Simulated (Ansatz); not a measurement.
The system is LiCl.

```
Cl Li
1.0
     0.00000    2.56477    2.56477
     2.56477    0.00000    2.56477
     2.56477    2.56477    0.00000
Cl Li
1 1
Cartesian
  2.5648 2.5648 2.5648
  0.0000 0.0000 0.0000
```

Base run:

```yaml
Program: Ansatz 0.2.0
Functional: PBE
Potentials_or_basis: all-electron PAW datasets made for the crystal
Cutoff: 200 eV
Density_cutoff: 800 eV
k_mesh: 6 × 6 × 6
Occupations: fermi-dirac, width 0.05 eV
Spin: no spin polarisation
```

Its results: band gap on the k mesh 6.33 eV, direct.

Problem. The run is repeated on the same cell with these changes: functional from PBE to PBE0; cutoff from 200 eV to 220 eV; density cutoff from 800 eV to 880 eV. What comes out?

Solution. Band gap on the k mesh 8.44 eV, direct.

PBE0 gives the wider gap, since exact exchange removes part of the self-interaction.

A k mesh can miss the band edges.

Not every run made on this cell is shown here.
